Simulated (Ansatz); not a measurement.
**CoO: single point with PBEsol**

Crystal: CoO.

```xyz
2
Lattice="0.0000 2.1315 2.1315 2.1315 0.0000 2.1315 2.1315 2.1315 0.0000" Properties=species:S:1:pos:R:3 pbc="T T T"
Co    0.0000    0.0000    0.0000
O     2.1315    2.1315    2.1315
```

```json
{
  "Program": "Ansatz 0.2.0",
  "Task": "single point",
  "Functional": "PBEsol",
  "Potentials or basis": "Ansatz PAW",
  "Cutoff": "420 eV (not typed: the program's choice for these potentials)",
  "k mesh": "11 × 11 × 11",
  "Occupations": "fermi-dirac, width 0.05 eV",
  "Spin": "collinear spin, ferromagnetic start",
  "Starting moments": "[2.0, 0.0] μB"
}
```

| Item | Value |
| --- | --- |
| Pressure | -10.8 GPa |
| Band gap on the k mesh | none (metal or under the smearing width) |
| Net moment | 2.96 μB per cell |
| Absolute moment | 2.97 μB per cell |
| Site moments | Co +2.50; O +0.34 μB |

Levels at points of the mesh, in eV from the Fermi level:
Spin up:
| k point | band 9 | band 10 | band 11 | band 12 | band 13 | band 14 | band 15 | band 16 | band 17 |
| --- | --- | --- | --- | --- | --- | --- | --- | --- | --- |
| (0.00, 0.00, 0.00) | -3.27 | -3.27 | -3.18 | -3.18 | -3.18 | 0.73 | 16.42 | 17.76 | 17.76 |
Spin down:
| k point | band 7 | band 8 | band 9 | band 10 | band 11 | band 12 | band 13 | band 14 |
| --- | --- | --- | --- | --- | --- | --- | --- | --- |
| (0.00, 0.00, 0.00) | -2.66 | -2.66 | -1.11 | -1.11 | -1.11 | -0.12 | -0.12 | 1.29 |

Run time: 2.7 s on 2 threads of Arm Neoverse V1, on a shared host, peak memory 0.3 GiB.

Caveat: the pressure holds a Pulay correction of +0.8 GPa for the finite cutoff; a cell with one magnetic atom can't hold antiferromagnetic order, which such compounds often take; semilocal functionals often make such compounds metallic where correlation or magnetic order opens a gap, which also shifts bond lengths; the PAW data sets come from PBE, with cores solved anew for the run's functional, which leaves a small shift of forces and pressure. With open d or f shells a metallic result of PBEsol can be an artefact of self-interaction; +U or a hybrid may open a gap.
